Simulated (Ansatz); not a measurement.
Ba: equation of state with PBE

Ba:

```xyz
1
Lattice="-2.5065 2.5065 2.5065 2.5065 -2.5065 2.5065 2.5065 2.5065 -2.5065" Properties=species:S:1:pos:R:3 pbc="T T T"
Ba    0.0000    0.0000    0.0000
```

- Program: Ansatz 0.2.0
- Task: equation of state
- Functional: PBE
- Potentials or basis: PseudoDojo standard
- Cutoff: 770 eV
- Density cutoff: 3080 eV
- k mesh: 8 × 8 × 8
- Occupations: fermi-dirac, width 0.05 eV
- Spin: no spin polarisation

| Property | Result |
| --- | --- |
| Equilibrium volume | 62.88 Å³/atom |
| Bulk modulus | 9.0 GPa |
| Pressure derivative of the bulk modulus | 3.2 |

Energy against volume, from the lowest point:
```tsv
volume (Å³/atom)	energy (meV/atom)
59.209	6.55
60.469	2.74
61.729	0.61
62.989	0.00
64.249	0.80
65.508	2.90
66.768	6.19
```

All runs of the series together: 8.5 s on 2 threads of Arm Neoverse V2, with other jobs on the host.

The run has no spin-orbit coupling, so splittings on Ba are missing.
